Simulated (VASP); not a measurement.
# CaS (Fm-3m) in VASP: a series of runs

The runs below take CaS through single point, relaxation of cell and atoms, with r2SCAN.

Everything below comes from runs of VASP 6.6.1. Logs are shortened: lines on timing, memory, paths and dates and some standing lists are left out, and cuts for length are marked.

### Step 1. The structure

It takes space group Fm-3m (No. 225, cubic). Conventional cell: a = 5.697 Å, b = 5.697 Å, c = 5.697 Å, α = 90.00°, β = 90.00°, γ = 90.00°. Ca (site symmetry m-3m) has 6 S at 2.85 Å as nearest neighbours. S (site symmetry m-3m) is surrounded by 6 Ca at 2.85 Å.

The cell was built by a generator and needn't be a form met in nature.

### Step 2. Single point, r2SCAN

POSCAR reads:

```
CaS
1.0
    0.0000000000      2.8484300302      2.8484300302
    2.8484300302      0.0000000000      2.8484300302
    2.8484300302      2.8484300302      0.0000000000
Ca S
1 1
Direct
    0.0000000000      0.0000000000      0.0000000000
    0.5000000000      0.5000000000      0.5000000000
```

INCAR.step1 reads:

```
SYSTEM = CaS
  PREC = Accurate
  ENCUT = 520
  ISMEAR = -1
  SIGMA = 0.05
  LREAL = .FALSE.
  LASPH = .TRUE.
  NELM = 80
  NBANDS = 15
  GGA = PE
  ALGO = Normal
  EDIFF = 1E-4
  LWAVE = .TRUE.
  LCHARG = .FALSE.
```

INCAR.step2 reads:

```
SYSTEM = CaS
  PREC = Accurate
  ENCUT = 520
  EDIFF = 1E-6
  ISMEAR = -1
  SIGMA = 0.05
  LREAL = .FALSE.
  LASPH = .TRUE.
  NELM = 80
  ALGO = Normal
  ISIF = 2
  LWAVE = .FALSE.
  LCHARG = .TRUE.
  METAGGA = R2SCAN
  LMIXTAU = .TRUE.
  LELF = .TRUE.
  LVHAR = .TRUE.
  NBANDS = 15
  ISTART = 1
```

KPOINTS reads:

```
Automatic mesh
0
G
  8 8 8
  0 0 0
```

Potentials or basis: VASP PAW PBE potentials, release 64 (Ca_sv, S).

Command:

```console
cat potpaw_PBE.64/Ca_sv/POTCAR potpaw_PBE.64/S/POTCAR > POTCAR
cp INCAR.step1 INCAR
mpirun -np 1 vasp_std > vasp.out
cp INCAR.step2 INCAR
mpirun -np 1 vasp_std > vasp.out
```

OUTCAR:

```text
SYSTEM = CaS
   PREC = Accurate
   ENCUT = 520
   EDIFF = 1E-6
   ISMEAR = -1
   LREAL = .FALSE.
   LASPH = .TRUE.
   NELM = 80
   ISIF = 2
   METAGGA = R2SCAN
   ISTART = 1

 ion  position               nearest neighbor table
   1  0.000  0.000  0.000-   2 2.85   2 2.85   2 2.85   2 2.85   2 2.85   2 2.85
   2  0.500  0.500  0.500-   1 2.85   1 2.85   1 2.85   1 2.85   1 2.85   1 2.85

  LATTYP: Found a face centered cubic cell.
 ALAT       =     5.6968600604

  Lattice vectors:

 A1 = (   0.0000000000,   2.8484300302,   2.8484300302)
 A2 = (   2.8484300302,   0.0000000000,   2.8484300302)
 A3 = (   2.8484300302,   2.8484300302,   0.0000000000)

Analysis of symmetry for initial positions (statically):
=====================================================================
 Subroutine PRICEL returns:
 Original cell was already a primitive cell.

 Routine SETGRP: Setting up the symmetry group for a
 face centered cubic supercell.

 Subroutine GETGRP returns: Found 48 space group operations
 (whereof 48 operations were pure point group operations)
 out of a pool of 48 trial point group operations.

The static configuration has the point symmetry O_h .

Analysis of symmetry for dynamics (positions and initial velocities):
=====================================================================
 Subroutine PRICEL returns:
 Original cell was already a primitive cell.

 Routine SETGRP: Setting up the symmetry group for a
 face centered cubic supercell.

 Subroutine GETGRP returns: Found 48 space group operations
 (whereof 48 operations were pure point group operations)
 out of a pool of 48 trial point group operations.

The dynamic configuration has the point symmetry O_h .

 Subroutine INISYM returns: Found 48 space group operations
 (whereof 48 operations are pure point group operations),
 and found     1 'primitive' translations

----------------------------------------------------------------------------------------

                                     Primitive cell

  volume of cell :      46.2218

  direct lattice vectors                    reciprocal lattice vectors
     0.000000000  2.848430030  2.848430030    -0.175535293  0.175535293  0.175535293
     2.848430030  0.000000000  2.848430030     0.175535293 -0.175535293  0.175535293
     2.848430030  2.848430030  0.000000000     0.175535293  0.175535293 -0.175535293

  length of vectors
     4.028288380  4.028288380  4.028288380     0.304036046  0.304036046  0.304036046

  position of ions in fractional coordinates (direct lattice)
     0.000000000  0.000000000  0.000000000
     0.500000000  0.500000000  0.500000000

  ion indices of the primitive-cell ions
   primitive index   ion index
                 1           1
                 2           2

----------------------------------------------------------------------------------------

 KPOINTS: Automatic mesh

Automatic generation of k-mesh.
 Grid dimensions read from file:
 generate k-points for:    8    8    8

 Generating k-lattice:

  Cartesian coordinates                     Fractional coordinates (reciprocal lattice)
    -0.021941912  0.021941912  0.021941912     0.125000000  0.000000000  0.000000000
     0.021941912 -0.021941912  0.021941912     0.000000000  0.125000000  0.000000000
     0.021941912  0.021941912 -0.021941912     0.000000000  0.000000000  0.125000000

  Length of vectors
     0.038004506  0.038004506  0.038004506

  Shift w.r.t. Gamma in fractional coordinates (k-lattice)
     0.000000000  0.000000000  0.000000000

 Subroutine IBZKPT returns following result:
 ===========================================

 Found     29 irreducible k-points:

 Following reciprocal coordinates:
            Coordinates               Weight
  0.000000  0.000000  0.000000      1.000000
  0.125000  0.000000  0.000000      8.000000
  0.250000  0.000000  0.000000      8.000000
  0.375000  0.000000  0.000000      8.000000
  0.500000  0.000000  0.000000      4.000000
  0.125000  0.125000  0.000000      6.000000
[... 16 lines left out ...]
  0.500000  0.250000  0.125000     48.000000
 -0.375000  0.250000  0.125000     24.000000
 [... further k-points ...]
   k-points           NKPTS =     29   k-points in BZ     NKDIM =     29   number of bands    NBANDS=     15
   number of dos      NEDOS =    301   number of ions     NIONS =      2
   total plane-waves  NPLWV =  27000
   dimension x,y,z NGX =    30 NGY =   30 NGZ =   30
   dimension x,y,z NGXF=    60 NGYF=   60 NGZF=   60
   ions per type =               1   1
   NGX,Y,Z   is equivalent  to a cutoff of  12.38, 12.38, 12.38 a.u.
   NGXF,Y,Z  is equivalent  to a cutoff of  24.76, 24.76, 24.76 a.u.
 SYSTEM =  CaS
   PREC   = accura    normal or accurate (medium, high low for compatibility)
   ISTART =      1    job   : 0-new  1-cont  2-samecut
   ICHARG =      0    charge: 1-file 2-atom 10-const
   ISPIN  =      1    spin polarized calculation?
   LNONCOLLINEAR =      F non collinear calculations
   LSORBIT =      F    spin-orbit coupling
   LASPH  =      T    aspherical Exc in radial PAW
   ENCUT  =  520.0 eV  38.22 Ry    6.18 a.u.   7.49  7.49  7.49*2*pi/ulx,y,z
   NELM   =     80;   NELMIN=  2; NELMDL=  0     # of ELM steps
   EDIFF  = 0.1E-05   stopping-criterion for ELM
   LREAL  =      F    real-space projection
   EDIFFG = 0.1E-04   stopping-criterion for IOM
   NSW    =      0    number of steps for IOM
   IBRION =     -1    ionic relax: 0-MD 1-quasi-New 2-CG
   NFREE  =      0    steps in history (QN), initial steepest desc. (CG)
   ISIF   =      2    stress and relaxation
   ISYM   =      2    0-nonsym 1-usesym 2-fastsym
   POTIM  = 0.5000    time-step for ionic-motion
   TEBEG  =    0.0;   TEEND  =   0.0 temperature during run
   PSTRESS=    0.0 pullay stress
   NELECT =      16.0000    total number of electrons
   NUPDOWN=      -1.0000    fix difference up-down
   EMIN   =  10.00;   EMAX   =-10.00  energy-range for DOS
   EFERMI =   0.00;   METHOD = LEGACY
   ISMEAR =    -1;   SIGMA  =   0.05  broadening in eV -4-tet -1-fermi 0-gaus
   EFERMI_NEDOS =   21; number of points for ismear=-14 and -15
   IALGO  =     38    algorithm
   IMIX   =      4    mixing-type and parameters
     AMIX     =   0.40;   BMIX     =  1.00
     AMIX_MAG =   1.60;   BMIX_MAG =  1.00
  volume/ion in A,a.u.               =      23.11       155.96
  Fermi-wavevector in a.u.,A,eV,Ry     =   1.149474  2.172191 17.977258  1.321291
  Thomas-Fermi vector in A             =   2.286144
   LORBIT       =      0    0 simple, 1 ext, 2 COOP (PROOUT), +10 PAW based schemes
   METAGGA = R2SCAN    functional components
   LHFCALC =     F    Hartree Fock is set to
   AEXX    =    0.0000 exact exchange contribution
   IVDW    =     0    specifies the selected vdW correction
   LEPSILON=     F    determine dielectric tensor
   LRPA    =     F    only Hartree local field effects (RPA)
 non-spin polarized calculation
  energy-cutoff  :      520.00
  volume of cell :       46.22
 maximum number of plane-waves:      1265
 NGX is ok and might be reduce to    30
   NGX = 15   NGY = 15   NGZ = 15

 number of electron      16.0000004 magnetization

 Free energy of the ion-electron system (eV)
  ---------------------------------------------------
  ext. energy  EPLUGINS =         0.00000000
  ---------------------------------------------------
  free energy    TOTEN  =       -19.94167891 eV

  energy without entropy =      -19.94167891  energy(sigma->0) =      -19.94167891

 E-fermi :   3.5055     XC(G=0):  -9.7781

 val. band max:        2.4809043412   @ k =   0.0000   0.0000   0.0000
 cond. band min:       5.2863291858   @ k =   0.5000   0.5000   0.0000
 fundamental gap:      2.8054248445
 Fermi energy:         3.5055495077

 k-point     1 :       0.0000    0.0000    0.0000
  band No.  band energies     occupation
      1     -38.2420      2.00000
      2     -18.3419      2.00000
      3     -18.3419      2.00000
      4     -18.3418      2.00000
      5      -9.3104      2.00000
      6       2.4809      2.00000
      7       2.4809      2.00000
      8       2.4809      2.00000
      9       7.1538      0.00000
     10       7.1539      0.00000
     11       7.1539      0.00000
     12       7.3993      0.00000
     13       7.7899      0.00000
     14       7.7899      0.00000
     15      14.0721      0.00000

 k-point     2 :       0.1250    0.0000    0.0000
  band No.  band energies     occupation
      1     -38.2403      2.00000
      2     -18.3676      2.00000
      3     -18.3437      2.00000
      4     -18.3436      2.00000
      5      -9.1999      2.00000
      6       1.8433      2.00000
      7       2.2605      2.00000
      8       2.2605      2.00000
      9       7.1791      0.00000
     10       7.3917      0.00000
     11       7.3917      0.00000
     12       8.1273      0.00000
     13       8.2042      0.00000
     14       8.2042      0.00000
     15      14.1762      0.00000

 k-point     3 :       0.2500    0.0000    0.0000
  band No.  band energies     occupation
      1     -38.2364      2.00000
      2     -18.4285      2.00000
      3     -18.3481      2.00000
      4     -18.3480      2.00000
      5      -8.9196      2.00000
      6       0.6767      2.00000
      7       1.8188      2.00000
      8       1.8188      2.00000
      9       7.3134      0.00000
     10       7.9980      0.00000
     11       7.9980      0.00000
     12       9.2493      0.00000
     13       9.2493      0.00000
     14       9.4698      0.00000
     15      13.5505      0.00000
[... 343 lines left out ...]
 k-point    23 :       0.5000    0.2500    0.1250
  band No.  band energies     occupation
      1     -38.2303      2.00000
      2     -18.4669      2.00000
      3     -18.3877      2.00000
      4     -18.3627      2.00000
      5      -8.5968      2.00000
      6      -0.0216      2.00000
      7       1.1720      2.00000
      8       1.4000      2.00000
      9       7.3084      0.00000
     10       8.9629      0.00000
     11       9.2406      0.00000
     12       9.3658      0.00000
     13      10.0474      0.00000
     14      11.5517      0.00000
     15      12.0584      0.00000

 k-point    24 :      -0.3750    0.2500    0.1250
  band No.  band energies     occupation
      1     -38.2290      2.00000
      2     -18.4797      2.00000
      3     -18.3905      2.00000
      4     -18.3673      2.00000
      5      -8.5160      2.00000
      6      -0.1554      2.00000
      7       0.9781      2.00000
      8       1.3089      2.00000
      9       8.0158      0.00000
     10       8.3526      0.00000
     11       9.5417      0.00000
     12       9.8866      0.00000
     13      10.1634      0.00000
     14      11.1321      0.00000
     15      12.5474      0.00000

 [... further k-points ...]
[... 5 lines left out ...]
  --------------------------------------------------------------------------------------
  -------------------------------------------------------------------------------------
  Total        0.0730205      0.0730205      0.0730205      0.0000000     -0.0000000      0.0000000
  in kB        2.5310977      2.5310977      2.5310977      0.0000000     -0.0000000      0.0000000
  external PRESSURE =       2.5310977 kB  Pullay stress =       0.0000000 kB

 VOLUME and BASIS-vectors are now :
 -----------------------------------------------------------------------------
  energy-cutoff  :      520.00
  volume of cell :       46.22
      direct lattice vectors                 reciprocal lattice vectors
     0.000000000  2.848430030  2.848430030    -0.175535293  0.175535293  0.175535293
     2.848430030  0.000000000  2.848430030     0.175535293 -0.175535293  0.175535293
     2.848430030  2.848430030  0.000000000     0.175535293  0.175535293 -0.175535293

 POSITION                                       TOTAL-FORCE (eV/Angst)
 -----------------------------------------------------------------------------------
      0.00000      0.00000      0.00000         0.000000      0.000000      0.000000
      2.84843      2.84843      2.84843         0.000000     -0.000000     -0.000000
 -----------------------------------------------------------------------------------
    total drift:                               -0.000000      0.000000      0.000000

  FREE ENERGIE OF THE ION-ELECTRON SYSTEM (eV)
  ---------------------------------------------------
  free  energy   TOTEN  =       -19.9416789089 eV

  energy  without entropy=      -19.9416789089  energy(sigma->0) =      -19.94167891
```

Wall time 2.3 min (1 thread of AMD EPYC 7R43 (Zen 3), shared host); peak memory 0.14 GiB.

Results:

```
Free energy            : -19.9417 eV
Pressure               : 0.3 GPa
Band gap on the k mesh : 2.81 eV, indirect (least direct gap 3.63 eV)
```

Caveat: the PAW data sets were made with another functional, which shifts forces and pressure a little. A k mesh can miss the band edges.

(Continued in part 2 of 2.)
